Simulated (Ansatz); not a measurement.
NaCl: a run of Ansatz with trial settings.

```yaml
crystal:
  lattice:
    - [3.50219, 0.0, 0.0]
    - [0.0, 3.50219, 0.0]
    - [0.0, 0.0, 3.50219]
  atoms:
    - { symbol: Na, position: [0.0, 0.0, 0.0] }
    - { symbol: Cl, position: [0.5, 0.5, 0.5] }
total_charge: 0.25
basis:
  ecutwfc: 420
kpoints:
  mp_grid: { kspacing: 1.4 }
hamiltonian:
  xc: pbe
scf:
  occupations: { method: fermi_dirac, width: "0.02 Ry" }
  mixing: { algorithm: msr1 }
  max_iter: 61
output:
  forces: true
  stress: true
  eigenvalues: true
```

Command:

```bash
ansatz run input.yaml --threads 1 --pin off --max-ram 1331MiB --backend cpu --events-out ev --progress --plain --runs-dir out
```

From the log (HF is the Harris–Foulkes energy, dr2 the density residual in eV):

```text
band count auto-derived: 13 (N_el = 15.8; filled up to band 8; 12 by the electrons, moments and atoms)
Pseudopotential: Na, paw, valence charge 9, recommended cutoff 420 eV (normal)
Pseudopotential: Cl, paw, valence charge 7, recommended cutoff 420 eV (normal)
Crystal: 2 atoms, lattice volume = 42.956 Å³
Basis set: ecut = 420 eV, 847 PW (Γ), exchange–correlation on 48×48×48 points (8 copies of the dense FFT grid, shifted against one another)
Bands: 13, of which v1, the nominal top of the filled ones, is band 8 counted from 1 (7 counted from 0)
Symmetry: 48 space group operations
Space group: Pm-3m (ITA 221), of the structure as read, at distance tolerance 3.5e-5 Å
k-points: 4 of 8
Initial density: superposition of atomic densities (neutral atoms scaled as one to the charged cell's electrons: chi_scale 0, normalization atom), corrected by the library's trained network
SCF iter   1: HF=-2569.698660 eV  Δρ=3.06e-2  dr2=2.81e-1
SCF iter   2: HF=-2569.618033 eV  Δρ=2.20e-2  dr2=9.16e-2
SCF iter   3: HF=-2569.545021 eV  Δρ=2.02e-3  dr2=1.15e-3
SCF iter   4: HF=-2569.544797 eV  Δρ=1.92e-4  dr2=1.42e-5
SCF iter   5: HF=-2569.544784 eV  Δρ=3.85e-5  dr2=3.52e-7
SCF iter   6: F=-2569.544784 eV  HF=-2569.544784 eV  Δρ=4.71e-6  dr2=3.53e-9
SCF 1 converged in 6 iterations: F = -2569.544784 eV  dr2 = 3.53e-9
SCF converged after 6 iterations
Free energy (F): -2569.544784 eV
E sigma→0 (E₀):  -2569.432904 eV
Entropy (-TS):   -0.223761 eV (-111.880 meV/atom)
Fermi energy:    2.716022 eV
--- Forces (eV/Å), atoms counted from 1 ---
  atom   1  Na     0.00000000    -0.00000000     0.00000000
  atom   2  Cl     0.00000000     0.00000000     0.00000000
--- Stress (GPa, compression-positive) ---
        5.471369      -0.000000       0.000000
       -0.000000       5.471369       0.000000
        0.000000       0.000000       5.471369
  P = ⅓ Tr σ = 5.4714 GPa (54.714 kbar)
```

Settings here are deliberately varied, not converged. The charged cell sits in a uniform compensating background.